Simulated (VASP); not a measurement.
Set up this calculation in VASP 6.6.1, as the native input.

```yaml
Task: single point
Functional: PBE
Potentials_or_basis: VASP PAW PBE potentials, release 64 (Ga_d, H)
Cutoff: 520 eV
k_mesh: 12 × 12 × 12
Occupations: gaussian, width 0.1 eV
Spin: no spin polarisation
Dipole_correction: no
Further_INCAR_settings: ALGO = Fast; EDIFF = 1e-06; NBANDS = 18
```

The structure of GaH6 lies in POSCAR:

```
GaH6
1.0
   -2.1165975797      2.1165975797      2.1165975797
    2.1165975797     -2.1165975797      2.1165975797
    2.1165975797      2.1165975797     -2.1165975797
Ga H
1 6
Direct
    0.0000000000      0.0000000000      0.0000000000
    0.5000000000      0.2500000000      0.7500000000
    0.5000000000      0.7500000000      0.2500000000
    0.7500000000      0.5000000000      0.2500000000
    0.2500000000      0.5000000000      0.7500000000
    0.2500000000      0.7500000000      0.5000000000
    0.7500000000      0.2500000000      0.5000000000
```

The cell was built by a generator and needn't be a form met in nature.

The cell isn't the ideal one: random cell by space group and Wyckoff sites (Im-3m, No. 229).

The input as run:

INCAR

```
PREC     = Accurate       # precision mode
ENCUT    = 520            # plane-wave cutoff, eV
EDIFF    = 1E-6           # SCF threshold, eV
ISMEAR   = 0              # smearing method
SIGMA    = 0.1            # smearing width, eV
LREAL    = F              # projectors in reciprocal space
LASPH    = T              # aspherical terms in the spheres
NELM     = 100            # most SCF steps
ALGO     = Fast           # electronic algorithm
ISIF     = 2              # what is computed and relaxed
LWAVE    = F              # write WAVECAR
LCHARG   = F              # write CHGCAR
GGA      = PE             # functional
NBANDS   = 18             # bands
```

KPOINTS

```
regular mesh
0
Gamma
  12 12 12
```

Potentials or basis: VASP PAW PBE potentials, release 64 (Ga_d, H).

The run is started by

```sh
$ cat potpaw_PBE.64/Ga_d/POTCAR potpaw_PBE.64/H/POTCAR > POTCAR
$ mpirun -np 1 vasp_std > vasp.out
```

Results of the run:

| Item | Value |
| --- | --- |
| Pressure | 0.0 GPa |
| Band gap on the k mesh | none (metal or under the smearing width) |

It took 27 s on 1 thread of Intel(R) Xeon(R) Platinum 8559C (Emerald Rapids), on a shared host, peak memory 0.18 GiB.
